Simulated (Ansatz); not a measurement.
# C (R-3m), generalised stacking fault

Computed with Ansatz 0.2.0, DFT PBE, scalar-relativistic, plane waves, PAW. Cutoff 420 eV, Γ-centred 10×10×3 k-points, Gaussian smearing of 0.05 eV. No spin polarisation. Energies are free energies at this smearing, counted from the undisturbed cell; pressure is positive in compression.

The undisturbed cell (relaxed at this level):

```
C
1.0
    -2.51949    0.00000    0.00000
    -1.25975   -2.18194    0.00000
     1.25975    0.72731   10.36682
C
10
Direct
  0.02483 0.02483 0.87418
  0.97517 0.97517 0.72522
  0.10868 0.10868 0.12575
  0.89132 0.89132 0.47365
  0.15837 0.15837 0.27480
  0.84163 0.84163 0.32460
  0.37486 0.37486 0.92428
  0.62514 0.62514 0.67512
  0.42532 0.42532 0.07566
  0.57468 0.57468 0.52374
```

The cut lies on the cell's a–b face, a (0 0 1) plane (indices in the standard cell, whose axes needn't be the Cartesian ones shown) of area 5.50 Å², between layers 1.57 Å apart. Vector c is tilted by f times 1·a + 1·b (length 4.364 Å) with the atoms' Cartesian places fixed: one unrelaxed fault a cell.

| f | γ (mJ/m²) | shear traction, the slope of γ along the slip (GPa) | gap on the mesh (eV) |
| --- | --- | --- | --- |
| 0.0000 | 0 | 0.0 | 4.47 |
| 0.0833 | 1428 | 78.1 | 4.05 |
| 0.1667 | 5511 | 140.6 | 2.13 |
| 0.2500 | 10909 | 138.1 | 0.00 |
| 0.3333 | 13483 | 0.0 | 0.00 |
| 0.4167 | 12652 | -29.0 | 0.00 |
| 0.5000 | 12097 | -0.7 | 0.00 |
| 0.5833 | 12612 | 28.5 | 0.00 |
| 0.6667 | 13432 | 0.0 | 0.00 |
| 0.7500 | 10893 | -137.3 | 0.00 |
| 0.8333 | 5509 | -140.5 | 1.99 |
| 0.9167 | 1428 | -78.1 | 3.93 |

Where the gap reads zero the k-mesh, chosen for the insulator, is on the coarse side.

Cost: 12 runs of about 2.4 core-minutes in all, on Arm Neoverse V1 (shared hosts).